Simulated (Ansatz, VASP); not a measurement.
Given: the input of a run of VASP 6.6.1 on InAs.

INCAR

```
SYSTEM = InAs
PREC     = Accurate       ! precision mode
ENCUT    = 520            ! plane-wave cutoff, eV
EDIFF    = 1E-7           ! SCF threshold, eV
ISMEAR   = -1             ! smearing method
SIGMA    = 0.03           ! smearing width, eV
LREAL    = .False.        ! projectors in reciprocal space
LASPH    = .True.         ! aspherical terms in the spheres
NELM     = 80             ! most SCF steps
ALGO     = Normal         ! electronic algorithm
ISIF     = 2              ! what is computed and relaxed
LWAVE    = .False.        ! write WAVECAR
LCHARG   = .False.        ! write CHGCAR
GGA      = PE             ! functional
NBANDS   = 16             ! bands
```

Contents of KPOINTS:

```
regular mesh
0
Gamma
  3 3 3
  0 0 0
```

The input POSCAR:

```
InAs
1.0
    0.0000000000      2.8773040000      2.8773040000
    2.8773040000      0.0000000000      2.8773040000
    2.8773040000      2.8773040000      0.0000000000
In As
1 1
Direct
    0.5000000000      0.5000000000      0.5000000000
    0.0000000000      0.0000000000      0.0000000000
```

Potentials or basis: VASP PAW PBE potentials, release 64 (In_d, As).

Launch:

```bash
$ cat potpaw_PBE.64/In_d/POTCAR potpaw_PBE.64/As/POTCAR > POTCAR
$ mpirun -np 1 vasp_std > vasp.out
```

Question: Translate it to Ansatz 0.2.0. Potentials there: all-electron LAPW, scalar-relativistic.

Answer: As run (the cutoff follows the program's own potentials):

File input.yaml:

```yaml
crystal:
  lattice:
    - [0.0, 2.877304, 2.877304]
    - [2.877304, 0.0, 2.877304]
    - [2.877304, 2.877304, 0.0]
  atoms:
    - { symbol: In, position: [0.5, 0.5, 0.5] }
    - { symbol: As, position: [0.0, 0.0, 0.0] }
kpoints:
  mp_grid: { grid: [3, 3, 3] }
scf:
  occupations: { method: fermi_dirac, width: 0.03 }
hamiltonian:
  xc: pbe
  pseudopotentials: { kind: all_electron, lapw: { basis_error: 0.002 } }
output:
  forces: true
  stress: true
  eigenvalues: true
```

Potentials or basis: all-electron LAPW, scalar-relativistic.

Run with:

```sh
$ ansatz run input.yaml --threads 1 --pin off --max-ram 3072MiB --backend cpu --events-out ev --progress --plain --runs-dir out
```

Both were run:

|  | VASP | Ansatz | Ansatz less VASP |
| --- | --- | --- | --- |
| gap on the k mesh at the Fermi level (eV) | none | none | - |
| pressure (GPa) | 2.9 | 2.8 | -0.05 |

A gap of «none» marks a metal or a gap that the smearing closes. Ansatz ran all-electron here, so the differences hold the error of VASP's frozen core and of both bases.

Caveats: the k mesh is coarse (spacing up to 0.63 Å⁻¹), so the values aren't converged; the k mesh is thin for a metal, which can move the energy by tens of meV per atom (Ansatz).
